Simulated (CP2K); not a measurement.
Crystal: TePt.

```
Pt Te
1.0
     3.96313    0.00000    0.00000
    -1.98157    3.43217    0.00000
    -1.98157   -1.14406    6.66103
Pt Te
2 2
Cartesian
  0.0000 0.0000 2.5911
  0.0000 2.2881 4.0699
  1.9816 1.1441 1.3722
  -1.9816 1.1441 5.2889
```

Base run:

| Item | Value |
| --- | --- |
| Program | CP2K 2026.2 |
| Functional | LDA |
| Potentials or basis | POTENTIAL_UZH Pt GTH-PBE-q18, Te GTH-PBE-q6; TZVP-MOLOPT-PBE-GTH basis |
| Density cutoff | 9184 eV |
| k mesh | 8 × 8 × 8 |
| Occupations | fermi-dirac, width 0.05 eV |
| Spin | no spin polarisation |

Its results: band gap on the k mesh none (metal or under the smearing width); pressure 1.8 GPa; largest force 0.735 eV/Å.

Question: The run is repeated on the same cell with these changes: functional from LDA to PBEsol. What comes out?

Answer: Band gap on the k mesh none (metal or under the smearing width); pressure 3.3 GPa; largest force 0.673 eV/Å.

PBEsol binds less tightly than LDA, so the same cell stands under more pressure.

Caveats: the potentials were made for another functional, which shifts forces and pressure; the basis of atomic orbitals isn't converged, which shifts pressures, moduli and gaps.
